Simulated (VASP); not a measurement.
Input of a VASP 6.6.1 run:

The input INCAR:

```
SYSTEM = Na
ALGO = Normal
EDIFF = 1E-6
ENCUT = 520
GGA = PE
ISIF = 2
ISMEAR = 0
LASPH = .True.
LCHARG = .False.
LREAL = .False.
LWAVE = .False.
NBANDS = 14
NELM = 60
PREC = Accurate
SIGMA = 0.05
```

File KPOINTS:

```
k-points
0
Gamma
  6 6 4
  0 0 0
```

The input POSCAR:

```
Na
1.0
    3.7896653257      0.0000000000      0.0000000000
   -1.8948326628      3.2819464439      0.0000000000
    0.0000000000      0.0000000000      5.9546513134
Na
2
Direct
    0.3333333333      0.6666666667      0.7500000000
    0.6666666667      0.3333333333      0.2500000000
```

Potentials or basis: VASP PAW PBE potentials, release 64 (Na_pv).

The run is started by

```bash
$ cat potpaw_PBE.64/Na_pv/POTCAR > POTCAR
$ mpirun -np 1 vasp_std > vasp.out
```

(1) Predict the pressure.

(2) Estimate the band gap on the k mesh.

## Answers

(1) 0.0 GPa.

(2) none (metal or under the smearing width).
